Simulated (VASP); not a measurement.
# PbSe (P1) in VASP: single point with PBE

Aim: the single point of PbSe with PBE.

Program: VASP 6.6.1. These are calculated values, not measurements. Logs are shortened: lines on timing, memory, paths and dates and some standing lists are left out, and cuts for length are marked.

**1. The structure**

The typed cell holds 4 atoms: a = 7.523 Å, b = 4.366 Å, c = 4.386 Å, α = 59.87°, β = 73.41°, γ = 90.06°.

The cell was built by a generator and needn't be a form met in nature.

**2. Single point, PBE**

Input file INCAR:

```
SYSTEM = PbSe
  ALGO = Fast
  EDIFF = 1E-6
  ENCUT = 520
  GGA = PE
  ISIF = 2
  ISMEAR = -1
  LASPH = .True.
  LCHARG = .False.
  LREAL = .False.
  LWAVE = .False.
  NBANDS = 28
  NELM = 100
  PREC = Accurate
  SIGMA = 0.0201
```

Input file KPOINTS:

```
Automatic mesh
0
Gamma
  3 5 5
  0.5 0 0
```

Input file POSCAR:

```
PbSe
1.0
   -3.0737574200      6.1428419600      3.0681215600
    3.0950588100      0.0052137300      3.0789965100
    3.1091819400      3.0935874400     -0.0089083900
Pb Se
2 2
Direct
    0.0162950000      0.0592250000      0.9975630000
    0.4763770000      0.3856120000      0.0295150000
    0.2573550000      0.7989320000      0.5377080000
    0.7539810000      0.2642990000      0.4924530000
```

Potentials or basis: VASP PAW PBE potentials, release 64 (Pb_d, Se).

Launch:

```sh
$ cat potpaw_PBE.64/Pb_d/POTCAR potpaw_PBE.64/Se/POTCAR > POTCAR
$ mpirun -np 1 vasp_std > vasp.out
```

OUTCAR:

```text
SYSTEM = PbSe
   EDIFF = 1E-6
   ENCUT = 520
   GGA = PE
   ISIF = 2
   ISMEAR = -1
   LASPH = .True.
   LREAL = .False.
   NELM = 100
   PREC = Accurate

 ion  position               nearest neighbor table
   1  0.016  0.059  0.998-   3 2.98   4 2.99   3 3.02   3 3.15   4 3.18   4 3.26   2 3.81
   2  0.476  0.386  0.030-   3 2.53   4 2.94   3 2.96   4 3.18   1 3.81
   3  0.257  0.799  0.538-   2 2.53   2 2.96   1 2.98   1 3.02   1 3.15
   4  0.754  0.264  0.492-   2 2.94   1 2.99   2 3.18   1 3.18   1 3.26

  LATTYP: Found a triclinic cell.
 ALAT       =     4.3860431991
 B/A-ratio  =     0.9957292115
 C/A-ratio  =     1.9822027435
 COS(alpha) =     0.0001600861
 COS(beta)  =     0.4990776379
 COS(gamma) =     0.5025040526

  Lattice vectors:

 A1 = (   3.1091819400,   3.0935874400,  -0.0089083900)
 A2 = (   0.0141231300,   3.0883737100,  -3.0879049000)
 A3 = (   0.0213013900,   6.1480556900,   6.1471180700)

Analysis of symmetry for initial positions (statically):
=====================================================================
 Subroutine PRICEL returns:
 Original cell was already a primitive cell.

 Routine SETGRP: Setting up the symmetry group for a
 triclinic supercell.

 Subroutine GETGRP returns: Found  1 space group operations
 (whereof  1 operations were pure point group operations)
 out of a pool of  2 trial point group operations.

The static configuration has the point symmetry C_1 .

Analysis of symmetry for dynamics (positions and initial velocities):
=====================================================================
 Subroutine PRICEL returns:
 Original cell was already a primitive cell.

 Routine SETGRP: Setting up the symmetry group for a
 triclinic supercell.

 Subroutine GETGRP returns: Found  1 space group operations
 (whereof  1 operations were pure point group operations)
 out of a pool of  2 trial point group operations.

The dynamic configuration has the point symmetry C_1 .

 Subroutine INISYM returns: Found  1 space group operations
 (whereof  1 operations are pure point group operations),
 and found     1 'primitive' translations

----------------------------------------------------------------------------------------

                                     Primitive cell

  volume of cell :     117.5809

  direct lattice vectors                    reciprocal lattice vectors
    -3.073757420  6.142841960  3.068121560    -0.081009661  0.081652120  0.081294003
     3.095058810  0.005213730  3.078996510     0.081188549 -0.080897181  0.243306039
     3.109181940  3.093587440 -0.008908390     0.160721576  0.161251530 -0.161833068

  length of vectors
     7.523022127  4.365734271  4.386043199     0.140848674  0.268949368  0.279326731

  position of ions in fractional coordinates (direct lattice)
     0.016295000  0.059225000  0.997563000
     0.476377000  0.385612000  0.029515000
     0.257355000  0.798932000  0.537708000
     0.753981000  0.264299000  0.492453000

  ion indices of the primitive-cell ions
   primitive index   ion index
                 1           1
                 2           2
                 3           3
                 4           4

----------------------------------------------------------------------------------------

 KPOINTS: Automatic mesh

Automatic generation of k-mesh.
 Grid dimensions read from file:
 generate k-points for:    3    5    5

 Generating k-lattice:

  Cartesian coordinates                     Fractional coordinates (reciprocal lattice)
    -0.027003220  0.027217373  0.027098001     0.333333333 -0.000000000 -0.000000000
     0.016237710 -0.016179436  0.048661208     0.000000000  0.200000000  0.000000000
     0.032144315  0.032250306 -0.032366614    -0.000000000 -0.000000000  0.200000000

  Length of vectors
     0.046949558  0.053789874  0.055865346

  Shift w.r.t. Gamma in fractional coordinates (k-lattice)
     0.500000000  0.000000000  0.000000000

 Subroutine IBZKPT returns following result:
 ===========================================

 Found     38 irreducible k-points:

 Following reciprocal coordinates:
            Coordinates               Weight
  0.166667  0.000000  0.000000      2.000000
  0.500000  0.000000  0.000000      1.000000
  0.166667  0.200000  0.000000      2.000000
  0.500000  0.200000  0.000000      2.000000
 -0.166667  0.200000  0.000000      2.000000
  0.166667  0.400000  0.000000      2.000000
[... 16 lines left out ...]
 -0.166667 -0.200000  0.200000      2.000000
  0.166667  0.000000  0.400000      2.000000
 [... further k-points ...]
   k-points           NKPTS =     38   k-points in BZ     NKDIM =     38   number of bands    NBANDS=     28
   number of dos      NEDOS =    301   number of ions     NIONS =      4
   total plane-waves  NPLWV =  64512
   dimension x,y,z NGX =    56 NGY =   32 NGZ =   36
   dimension x,y,z NGXF=   112 NGYF=   64 NGZF=   72
   ions per type =               2   2
   NGX,Y,Z   is equivalent  to a cutoff of  12.38, 12.19, 13.65 a.u.
   NGXF,Y,Z  is equivalent  to a cutoff of  24.75, 24.37, 27.29 a.u.
 SYSTEM =  PbSe
   PREC   = accura    normal or accurate (medium, high low for compatibility)
   ISTART =      0    job   : 0-new  1-cont  2-samecut
   ICHARG =      2    charge: 1-file 2-atom 10-const
   ISPIN  =      1    spin polarized calculation?
   LNONCOLLINEAR =      F non collinear calculations
   LSORBIT =      F    spin-orbit coupling
   LASPH  =      T    aspherical Exc in radial PAW
   ENCUT  =  520.0 eV  38.22 Ry    6.18 a.u.  13.99  8.12  8.16*2*pi/ulx,y,z
   NELM   =    100;   NELMIN=  2; NELMDL= -5     # of ELM steps
   EDIFF  = 0.1E-05   stopping-criterion for ELM
   LREAL  =      F    real-space projection
[... 7 lines left out ...]
   TEBEG  =    0.0;   TEEND  =   0.0 temperature during run
   PSTRESS=    0.0 pullay stress
   NELECT =      40.0000    total number of electrons
   NUPDOWN=      -1.0000    fix difference up-down
   EMIN   =  10.00;   EMAX   =-10.00  energy-range for DOS
   EFERMI =   0.00;   METHOD = LEGACY
   ISMEAR =    -1;   SIGMA  =   0.02  broadening in eV -4-tet -1-fermi 0-gaus
   EFERMI_NEDOS =   21; number of points for ismear=-14 and -15
   IALGO  =     68    algorithm
   IMIX   =      4    mixing-type and parameters
     AMIX     =   0.40;   BMIX     =  1.00
     AMIX_MAG =   1.60;   BMIX_MAG =  1.00
  volume/ion in A,a.u.               =      29.40       198.37
  Fermi-wavevector in a.u.,A,eV,Ry     =   1.142832  2.159640 17.770104  1.306066
  Thomas-Fermi vector in A             =   2.279529
   LORBIT       =      0    0 simple, 1 ext, 2 COOP (PROOUT), +10 PAW based schemes
   GGA     = PE    functional components
   LHFCALC =     F    Hartree Fock is set to
   AEXX    =    0.0000 exact exchange contribution
   IVDW    =     0    specifies the selected vdW correction
   LEPSILON=     F    determine dielectric tensor
   LRPA    =     F    only Hartree local field effects (RPA)
 non-spin polarized calculation
 RMM-DIIS sequential band-by-band and
  energy-cutoff  :      520.00
  volume of cell :      117.58
 maximum number of plane-waves:      3183
   NGX = 27   NGY = 17   NGZ = 17

 number of electron      40.0000000 magnetization

 Free energy of the ion-electron system (eV)
  ---------------------------------------------------
  ext. energy  EPLUGINS =         0.00000000
  ---------------------------------------------------
  free energy    TOTEN  =       -15.65833448 eV

  energy without entropy =      -15.65833448  energy(sigma->0) =      -15.65833448

 E-fermi :   4.8902     XC(G=0):  -9.3797

 val. band max:        4.4765502672   @ k =   0.5000   0.4000  -0.0000
 cond. band min:       5.4234644107   @ k =   0.1667   0.0000   0.0000
 fundamental gap:      0.9469141435
 Fermi energy:         4.8901981224

 k-point     1 :       0.1667    0.0000    0.0000
  band No.  band energies     occupation
      1     -12.2011      2.00000
      2     -12.1147      2.00000
      3     -12.1131      2.00000
      4     -12.1048      2.00000
      5     -12.0876      2.00000
      6     -12.0827      2.00000
[... 20 lines left out ...]
     27      11.0127      0.00000
     28      11.5012      0.00000

 k-point     2 :       0.5000    0.0000    0.0000
  band No.  band energies     occupation
      1     -12.2021      2.00000
      2     -12.1150      2.00000
      3     -12.1121      2.00000
      4     -12.1060      2.00000
      5     -12.0907      2.00000
      6     -12.0814      2.00000
[... 20 lines left out ...]
     27      10.7725      0.00000
     28      11.7768      0.00000

 k-point     3 :       0.1667    0.2000    0.0000
  band No.  band energies     occupation
      1     -12.2334      2.00000
      2     -12.1170      2.00000
      3     -12.1103      2.00000
      4     -12.1027      2.00000
      5     -12.0920      2.00000
      6     -12.0787      2.00000
[... 20 lines left out ...]
     27      10.2274      0.00000
     28      12.2409      0.00000

 k-point     4 :       0.5000    0.2000    0.0000
  band No.  band energies     occupation
      1     -12.2376      2.00000
      2     -12.1155      2.00000
      3     -12.1100      2.00000
      4     -12.1022      2.00000
      5     -12.0941      2.00000
      6     -12.0801      2.00000
[... 578 lines left out ...]
     27      11.1750      0.00000
     28      11.3761      0.00000

 k-point    23 :      -0.1667   -0.2000    0.2000
  band No.  band energies     occupation
      1     -12.2736      2.00000
      2     -12.1251      2.00000
      3     -12.1099      2.00000
      4     -12.0916      2.00000
      5     -12.0894      2.00000
      6     -12.0798      2.00000
[... 20 lines left out ...]
     27      10.7255      0.00000
     28      11.6842      0.00000

 k-point    24 :       0.1667    0.0000    0.4000
  band No.  band energies     occupation
      1     -12.2754      2.00000
      2     -12.1262      2.00000
      3     -12.1099      2.00000
      4     -12.0941      2.00000
      5     -12.0926      2.00000
      6     -12.0670      2.00000
[... 20 lines left out ...]
     27      10.7157      0.00000
     28      12.0099      0.00000

 [... further k-points ...]
[... 5 lines left out ...]
  --------------------------------------------------------------------------------------
  -------------------------------------------------------------------------------------
  Total        2.1791930      1.1033159      6.6207996     -0.2333104     -0.6036116     -0.8017715
  in kB       29.6940464     15.0339657     90.2161171     -3.1791268     -8.2249115    -10.9250712
  external PRESSURE =      44.9813764 kB  Pullay stress =       0.0000000 kB

 VOLUME and BASIS-vectors are now :
 -----------------------------------------------------------------------------
  energy-cutoff  :      520.00
  volume of cell :      117.58
      direct lattice vectors                 reciprocal lattice vectors
    -3.073757420  6.142841960  3.068121560    -0.081009661  0.081652120  0.081294003
     3.095058810  0.005213730  3.078996510     0.081188549 -0.080897181  0.243306039
     3.109181940  3.093587440 -0.008908390     0.160721576  0.161251530 -0.161833068

 POSITION                                       TOTAL-FORCE (eV/Angst)
 -----------------------------------------------------------------------------------
      3.23482      3.18645      0.22346         0.343015     -0.533824     -0.881323
     -0.17901      3.01963      2.64862        -0.478418      0.624229      2.832172
      3.35353      3.24850      3.24472        -0.052985     -0.272133     -2.205011
      0.03159      6.15641      3.12269         0.188388      0.181729      0.254162
 -----------------------------------------------------------------------------------
    total drift:                               -0.000160     -0.000003     -0.000709

  FREE ENERGIE OF THE ION-ELECTRON SYSTEM (eV)
  ---------------------------------------------------
  free  energy   TOTEN  =       -15.6583344849 eV

  energy  without entropy=      -15.6583344849  energy(sigma->0) =      -15.65833448
```

It took 65 s on 1 thread of Intel Xeon 6975P-C (Granite Rapids), shared host; peak memory 0.3 GiB.

What came out:

```yaml
Free_energy: -15.6583 eV
Pressure: 4.5 GPa
Largest_force: 2.939 eV/Å
Band_gap_on_the_k_mesh: 0.95 eV, indirect (least direct gap 1.04 eV)
```

Forces on the atoms (eV/Å):
```
Pb   0.343 -0.534 -0.881
Pb  -0.478  0.624  2.832
Se  -0.053 -0.272 -2.205
Se   0.188  0.182  0.254
```

Stress tensor (GPa, compression positive):
```
 2.97 -0.32 -1.09
-0.32  1.50 -0.82
-1.09 -0.82  9.02
```

Levels at points of the mesh, in eV from the valence-band top:
```tsv
k point	band 18	band 19	band 20	band 21	band 22	band 23
(0.50, 0.00, 0.00)	-0.91	-0.68	-0.53	2.20	2.51	2.76
```

Caveat: spin-orbit coupling is left out, which as a rule narrows the gap of such compounds by several tenths of an eV; forces of over 1 eV/Å show positions far from the minimum, so gaps and moduli don't describe the material at rest. A k mesh can miss the band edges.
